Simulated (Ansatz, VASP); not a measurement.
HgSe with different potentials

System: HgSe (zinc blende type, first atom moved by 0.06 Å along [111]), 2 atoms in the cell.

```yaml
crystal:
  lattice:
    - [0.00000, 3.13500, 3.13500]
    - [3.13500, 0.00000, 3.13500]
    - [3.13500, 3.13500, 0.00000]
  atoms:
    - { symbol: Hg, position: [0.00552, 0.00552, 0.00552] }
    - { symbol: Se, position: [0.25000, 0.25000, 0.25000] }
```
Lattice in Å, positions in fractions of it.

All runs use HSE06; k-mesh 4×4×4 Γ-centred; Fermi–Dirac smearing of 0.1 eV; no spin polarisation; no spin–orbit coupling. Exact exchange at q = 0 is regularized (HFRCUT = 0 in VASP). VASP pressures are printed at a fixed basis; Ansatz's pressures include its basis correction. The all-electron reference is a plane-wave run on PAW datasets generated for this crystal and functional, not LAPW.

| run | pressure (GPa) | Fx on Hg1 (eV/Å) |
| --- | --- | --- |
| Ansatz with JTH PAW, 870 eV | -1.52 | -0.100 |
| Ansatz PAW hard set, 700 eV | -1.63 | -0.094 |
| VASP, Hg/Se, 303 eV | -1.85 | -0.097 |
| Ansatz PAW soft set 1, 420 eV | -1.64 | -0.094 |
| Ansatz hand-made PAW, 690 eV | -1.61 | -0.095 |

Problem. What does the all-electron calculation give for these quantities?

Solution. Ansatz all-electron PAW datasets made for this crystal, inner shells by Dirac's equation, 380 eV: pressure -1.61 GPa, Fx on Hg1 -0.094 eV/Å. All forces:

| atom | Fx (eV/Å) | Fy (eV/Å) | Fz (eV/Å) |
| --- | --- | --- | --- |
| Hg1 | -0.094 | -0.094 | -0.094 |
| Se2 | 0.094 | 0.094 | 0.094 |

The k-mesh is coarse, so these values belong to this mesh and can lie far from the converged ones. Potentials made with PBE were used with another functional (at least in: Ansatz with JTH PAW, 870 eV; Ansatz PAW hard set, 700 eV; VASP, Hg/Se, 303 eV).
